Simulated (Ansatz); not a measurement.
Crystal: WS2 (Tungstenite).

```
W S
1.0
     3.18000    0.00000    0.00000
    -1.59000    2.75396    0.00000
     0.00000    0.00000   12.50000
W S
2 4
Direct
  0.66667 0.33333 0.75000
  0.33333 0.66667 0.25000
  0.66667 0.33333 0.37500
  0.33333 0.66667 0.87500
  0.66667 0.33333 0.12500
  0.33333 0.66667 0.62500
```

| Quantity | Value |
| --- | --- |
| Program | Ansatz 0.2.0 |
| Task | relaxation of cell and atoms |
| Functional | revPBE |
| Potentials or basis | Ansatz PAW |
| Cutoff | 420 eV (not typed: the program's choice for these potentials) |
| k mesh | 10 × 10 × 3 |
| Occupations | fermi-dirac, width 0.05 eV |
| Spin | no spin polarisation |

At the start: volume 18.24 Å³/atom.

How do energy, volume and symmetry change on relaxing?

It ends after 20 steps and the volume is 26.22 Å³/atom (+43.7 %); space group P6_3/mmc (No. 194, to 0.05 Å).

Step by step:
| step | energy change (eV) | largest force (eV/Å) | volume (Å³) |
| --- | --- | --- | --- |
| 1 | 0.0000 | 0.1850 | 109.47 |
| 2 | -0.1054 | 0.1271 | 118.84 |
| 3 | -0.1699 | 0.0785 | 122.55 |
| 4 | -0.1980 | 0.1212 | 127.23 |
| 5 | -0.2024 | 0.1454 | 132.98 |
| 6 | -0.2061 | 0.0014 | 131.43 |
| 7 | -0.2234 | 0.0045 | 131.43 |
| 8 | -0.2332 | 0.0076 | 135.61 |
| 9 | -0.2393 | 0.0860 | 141.00 |
| 10 | -0.2417 | 0.0039 | 144.08 |
| 11 | -0.2414 | 0.0502 | 147.72 |
| 12 | -0.2417 | 0.0004 | 147.52 |
| 13 | -0.2418 | 0.0001 | 147.23 |
| 14 | -0.2463 | 0.0004 | 147.23 |
| 15 | -0.2468 | 0.0060 | 149.43 |
| 16 | -0.2467 | 0.0475 | 154.41 |
| 17 | -0.2469 | 0.0092 | 154.83 |
| 18 | -0.2467 | 0.0041 | 156.69 |
| 19 | -0.2466 | 0.0014 | 157.34 |
| 20 | -0.2483 | 0.0011 | 157.34 |

Final structure:
```
CELL_PARAMETERS angstrom
3.20489 0.00000 0.00000
-1.60245 2.77552 0.00000
0.00000 0.00000 17.68844
ATOMIC_POSITIONS crystal
W 0.66667 0.33333 0.75000
W 0.33333 0.66667 0.25000
S 0.66667 0.33333 0.33886
S 0.33333 0.66667 0.83886
S 0.66667 0.33333 0.16114
S 0.33333 0.66667 0.66114
```

Caveat: the volume moved by over 15 % at a fixed basis, so the end points are rough; the plane-wave basis is chosen anew once the cell has moved, so the energies of steps on either side of that aren't comparable; this functional lacks dispersion, which binds the layers, so the pressure and a relaxed spacing across them are unreliable, and here the layers came unbound; the volume moved by +44 % from the deposited cell, more than functionals usually miss; the PAW data sets come from PBE, with cores solved anew for the run's functional, which leaves a small shift of forces and pressure.
